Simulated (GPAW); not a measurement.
# TiSi (Cmmm) in GPAW: single point with LDA+U

Aim: the single point of TiSi with LDA+U.

Program: GPAW 26.7.0. These are calculated values, not measurements. Logs are shortened: lines on timing, memory, paths and dates and some standing lists are left out, and cuts for length are marked. The log counts tension as positive stress, the text compression.

### Step 1. The crystal as given

It takes space group Cmmm (No. 65, orthorhombic). The conventional cell has a = 3.632 Å, b = 4.235 Å, c = 3.804 Å, α = 90.00°, β = 90.00°, γ = 90.00°. Ti (site symmetry mmm) is surrounded by 8 Si at 2.63 to 2.85 Å and 4 Ti at 2.79 Å. Si (site symmetry mmm) has 8 Ti at 2.63 to 2.85 Å and 4 Si at 2.79 Å as nearest neighbours.

The cell comes from a database or a generator and needn't be the stable form of this composition.

### Step 2. Single point, LDA+U

Contents of run.py:

```python
from ase.dft.bandgap import bandgap
from ase.io import read, write
from ase.units import GPa
from gpaw import GPAW, PW

atoms = read('TiSi.cif')

calc = GPAW(mode=PW(500),
            xc='LDA',
            kpts={'size': (6, 5, 6), 'gamma': True},
            occupations={'name': 'fermi-dirac', 'width': 0.05},
            setups={'Ti': ':d,5.3'},
            nbands=31,
            maxiter=120,
            txt='gpaw.txt')
atoms.calc = calc
energy = atoms.get_potential_energy()
forces = atoms.get_forces()
stress = atoms.get_stress()
calc.write('gs.gpw')
write('result.traj', atoms)
print(f'Energy: {energy:.6f} eV')
print('Forces (eV/A):')
print(forces.round(4))
print('Stress (GPa):', (stress / GPa).round(3))
print('Fermi level:', round(calc.get_fermi_level(), 4), 'eV')
print(f'Gap: {bandgap(calc)[0]:.4f} eV, direct: {bandgap(calc, direct=True)[0]:.4f} eV')
```

Contents of TiSi.cif:

```cif
data_TiSi
_cell_length_a 3.63235600
_cell_length_b 4.23524800
_cell_length_c 3.80393400
_cell_angle_alpha 90.00000000
_cell_angle_beta 90.00000000
_cell_angle_gamma 90.00000000
_space_group_name_H-M_alt 'Cmmm'
_space_group_name_Hall '-C 2 2'
_space_group_IT_number 65
loop_
_space_group_symop_operation_xyz
'x,y,z'
'-x,-y,-z'
'-x,-y,z'
'x,y,-z'
'x,-y,-z'
'-x,y,z'
'-x,y,-z'
'x,-y,z'
'x+1/2,y+1/2,z'
'-x+1/2,-y+1/2,-z'
'-x+1/2,-y+1/2,z'
'x+1/2,y+1/2,-z'
'x+1/2,-y+1/2,-z'
'-x+1/2,y+1/2,z'
'-x+1/2,y+1/2,-z'
'x+1/2,-y+1/2,z'
loop_
_atom_site_label
_atom_site_type_symbol
_atom_site_symmetry_multiplicity
_atom_site_Wyckoff_symbol
_atom_site_fract_x
_atom_site_fract_y
_atom_site_fract_z
_atom_site_occupancy
Ti1 Ti 2 b 0.5000000000 0.0000000000 0.0000000000 1
Si1 Si 2 d 0.0000000000 0.0000000000 0.5000000000 1
```

Potentials or basis: the program's PAW data sets (release 1.2.1) made for this functional, pw.

The run is started by

```sh
$ OMP_NUM_THREADS=1 python run.py
```

gpaw.txt:

```text
__  _  _
 | _ |_)|_||  |
 |__||  | ||/\| - 26.7.0

Input parameters:
  mode=PW(ecut=500.0),
  kpts=MonkhorstPack(size=(6, 5, 6), gamma=True),
  maxiter=120,
  nbands=31,
  occupations=Occupations(name='fermi-dirac', width=0.05),
  setups={'Ti': ':d,5.3'},
  xc=XC(name='LDA')

Diagonalizing LCAO Hamiltonian
Converting LCAO to pw mode
    .--------.
   /|        |
  / |        |
 *  |        |
 |  |  Si    |
 |  .--------.
 SiTi       /
 |/        /
 *---Ti---*

Atoms  # Å, Bohr magnetons
|   | symbol |        x |        y |        z |    initial magnetic moments |
|---|--------|----------|----------|----------|-----------------------------|
| 0 |     Ti | 1.816178 | 0.000000 | 0.000000 | ( 0.0000,  0.0000,  0.0000) |
| 1 |     Ti | 0.000000 | 2.117624 | 0.000000 | ( 0.0000,  0.0000,  0.0000) |
| 2 |     Si | 0.000000 | 0.000000 | 1.901967 | ( 0.0000,  0.0000,  0.0000) |
| 3 |     Si | 1.816178 | 2.117624 | 1.901967 | ( 0.0000,  0.0000,  0.0000) |

Unit cell  # Å
| periodic |        x |        y |        z |  lengths |    angles |
|----------|----------|----------|----------|----------|-----------|
|      yes | 3.632356 | 0.000000 | 0.000000 | 3.632356 | 90.000000 |
|      yes | 0.000000 | 4.235248 | 0.000000 | 4.235248 | 90.000000 |
|      yes | 0.000000 | 0.000000 | 3.803934 | 3.803934 | 90.000000 |

Number of symmetries: 8
Symmetry operations  # r_c * U_cc + t_c -> r_c
|   | kind |            matrix            |
|---|------|------------------------------|
| 0 |  E   |  1, 0, 0,  0, 1, 0,  0, 0, 1 |
| 1 |  σ   |  1, 0, 0,  0, 1, 0,  0, 0,-1 |
| 2 |  σ   |  1, 0, 0,  0,-1, 0,  0, 0, 1 |
| 3 |  C2  |  1, 0, 0,  0,-1, 0,  0, 0,-1 |
| 4 |  σ   | -1, 0, 0,  0, 1, 0,  0, 0, 1 |
| 5 |  C2  | -1, 0, 0,  0, 1, 0,  0, 0,-1 |
| 6 |  C2  | -1, 0, 0,  0,-1, 0,  0, 0, 1 |
| 7 |  i   | -1, 0, 0,  0,-1, 0,  0, 0,-1 |

BZ-sampling:
  Number of BZ points: 180
  Number of IBZ points: 48

  Monkhorst-Pack size: [6, 5, 6]
  Monkhorst-Pack shift: [0.08333333333333333, 0.0, 0.08333333333333333]

K-points  # in reciprocal-cell coordinates
|     |                                coordinates |     weight |
|-----|--------------------------------------------|------------|
|   0 | (  0.00000000,   0.00000000,   0.00000000) | 0.00555556 |
|   1 | (  0.00000000,   0.00000000,   0.16666667) | 0.01111111 |
|   2 | (  0.00000000,   0.00000000,   0.33333333) | 0.01111111 |
|   3 | (  0.00000000,   0.00000000,   0.50000000) | 0.00555556 |
|   4 | (  0.00000000,   0.20000000,   0.00000000) | 0.01111111 |
|   5 | (  0.00000000,   0.20000000,   0.16666667) | 0.02222222 |
|   6 | (  0.00000000,   0.20000000,   0.33333333) | 0.02222222 |
|   7 | (  0.00000000,   0.20000000,   0.50000000) | 0.01111111 |
|   8 | (  0.00000000,   0.40000000,   0.00000000) | 0.01111111 |
|   9 | (  0.00000000,   0.40000000,   0.16666667) | 0.02222222 |
| ... |                                            |            |
|  47 | (  0.50000000,   0.40000000,   0.50000000) | 0.01111111 |

Plane wave coefficients: 1502
Cutoff: 500.0 eV

Spin-components: 1 (collinear spins)
Bands:           31
Projectors:      22
Spin-degeneracy: 2
Datatype:        complex128

Parallelization:
  kpt:    1
  domain: 1
  band:   1

Density:
  Valence electrons: 32.0
  Components: 1
  Grid points: [20 24 20]
  Charge: 0.0  # |e|

Potential:
  Grid points: [20 24 20]

species:
  Ti:
    name:    Titanium
    Z:       22.0
    valence: 12
    core:    10
    charge:  0.0  # [|e|]
    Hubbard: {U: 5.3,  # eV
              l: 2,
              scale: True}
    compensation charges:
      type: gauss
      rc: 0.38  # [Å]
      lmax: 2
    cutoffs:
      filter: 2.23  # [Å]
      core: 1.02  # [Å]
    projectors
    | kind |    occ | energy [eV] | rcut [Å] |
    |------|--------|-------------|----------|
    |   3s |  2.000 |     -62.257 |    1.270 |
    |   4s |  2.000 |      -4.593 |    1.270 |
    |   3p |  6.000 |     -38.791 |    1.058 |
    |   4p |  0.000 |      -1.536 |    1.058 |
    |   3d |  2.000 |      -4.463 |    1.058 |
    |    d |        |      22.748 |    1.058 |

    Using partial waves for Ti as LCAO basis

  Si:
    name:    Silicon
    Z:       14.0
    valence: 4
    core:    10
    charge:  0.0  # [|e|]
    compensation charges:
      type: gauss
      rc: 0.33  # [Å]
      lmax: 2
    cutoffs:
      filter: 1.86  # [Å]
      core: 2.06  # [Å]
    projectors
    | kind |    occ | energy [eV] | rcut [Å] |
    |------|--------|-------------|----------|
    |   3s |  2.000 |     -10.878 |    1.058 |
    |   3p |  2.000 |      -4.162 |    1.058 |
    |    s |        |      16.334 |    1.058 |
    |    p |        |      23.049 |    1.058 |
    |    d |        |       0.000 |    1.058 |

    Using partial waves for Si as LCAO basis

Reference energy: -62065.324485  # eV

eigensolver:
  PPCG
  Converge bands: occupied
  niter=2

density mixing:
  MSR1-Mixer
  Pratt-step length: 0.05
  Maximum mixing coefficient: 0.75
  Old densities: 10
  SVD Regularization: 0.005
  Good broyden scale: 1.0
  Trust region scale: 1.0
  Backstep threshold: 4.0
  History deletion threshold: 6.0
  Fourier metric: weight=20.0, sigma=0.015

occupation numbers:
  Fermi-Dirac:
    width: 0.0500  # eV

poisson solver:
  ecut: 4000.0  # eV

xc functional:
  name: None

convergence criteria:
- Maximum [total energy] change in last 3 cyles: 0.0005 eV / valence electron
- Maximum integral of absolute [dens]ity change: 0.0001 electrons / valence electron
- Maximum integral of absolute [eigenst]ate change: 4e-08 eV^2 / valence electron
maximum number of iterations: 120

SCF iterations
|iter     | |      energy | eigst |  dens |
|---------|-|-------------|-------|-------|
|iter:   1| |  -21.611605 | +0.35 |       |
|iter:   2| |  -21.277529 | -1.64 | -1.06 |
|iter:   3| |  -20.571106 | -1.08 | -1.11 |
|iter:   4| |  -20.688916 | -2.26 | -1.61 |
|iter:   5| |  -20.789396 | -2.73 | -1.88 |
|iter:   6| |  -20.834840 | -2.95 | -2.20 |
|iter:   7| |  -20.840966 | -3.85 | -2.69 |
|iter:   8| |  -20.841890c| -4.46 | -3.10 |
|iter:   9| |  -20.841890c| -5.99 | -3.48 |
|iter:  10| |  -20.841921c| -6.29 | -3.64 |
|iter:  11| |  -20.841920c| -7.39 | -4.35c|
|iter:  12| |  -20.841920c| -8.04c| -4.95c|

Converged in 12 steps
Energy contributions relative to reference atoms: (reference = -62065.324485)

Energy contributions:
  Kinetic:          24.310395
  Coulomb:         -20.726428
  Zero:              0.016061
  External:          0.000000
  Xc:              -24.435840
  Entropy:          -0.012217
  Spinorbit:         0.000000
  ----------------------------
  Free energy:     -20.848029
  Extrapolated:    -20.841920

dipole moment: (-19.569511, -22.817622, -24.394857)  # |e|*Ang

Fermi level: 9.993
Eigenvalues  # (at kpt = [0.000, 0.000, 0.000])
| band index |      eig [eV] | occ [0-2] |
|------------|---------------|-----------|
|          0 |       -47.522 |     2.000 |
|        ... |               |           |
|          9 |         4.231 |     2.000 |
|         10 |         6.054 |     2.000 |
|         11 |         7.655 |     2.000 |
|         12 |         8.054 |     2.000 |
|         13 |         8.140 |     2.000 |
|         14 |         8.278 |     2.000 |
[... 8 lines left out ...]
|         23 |        14.185 |     0.000 |
|         24 |        14.916 |     0.000 |
|        ... |               |           |
|         30 |        21.697 |     0.000 |

No gap
No difference between direct/indirect transitions

Forces  # eV/Ang
|        x |       y |       z |
|----------|---------|---------|
| -0.00000 | 0.00000 | 0.00000 |  # Ti   0
| -0.00000 | 0.00000 | 0.00000 |  # Ti   1
|  0.00000 | 0.00000 | 0.00000 |  # Si   2
|  0.00000 | 0.00000 | 0.00000 |  # Si   3

Stress tensor  # eV/Ang^3
|         x |        y |         z |
|-----------|----------|-----------|
| -0.004086 | 0.000000 |  0.000000 |
|  0.000000 | 0.000427 |  0.000000 |
|  0.000000 | 0.000000 | -0.008784 |

# Writing to gs.gpw (mode='')
```

Run time: 37 s. Hardware: 1 thread of Arm Neoverse V2, shared host; peak memory 0.19 GiB.

What came out:

```
Free energy            : -20.8480 eV
Pressure               : 0.7 GPa
Band gap on the k mesh : none (metal or under the smearing width)
```

Stress tensor (GPa, compression positive):
```
 0.65  0.00  0.00
 0.00 -0.07  0.00
 0.00  0.00  1.41
```

Caveat: the cutoff is short for stress and forces, so pressures can be off by a GPa or more; U without spin polarisation on a metal has little footing; the U is typed as a test and isn't derived for this compound.
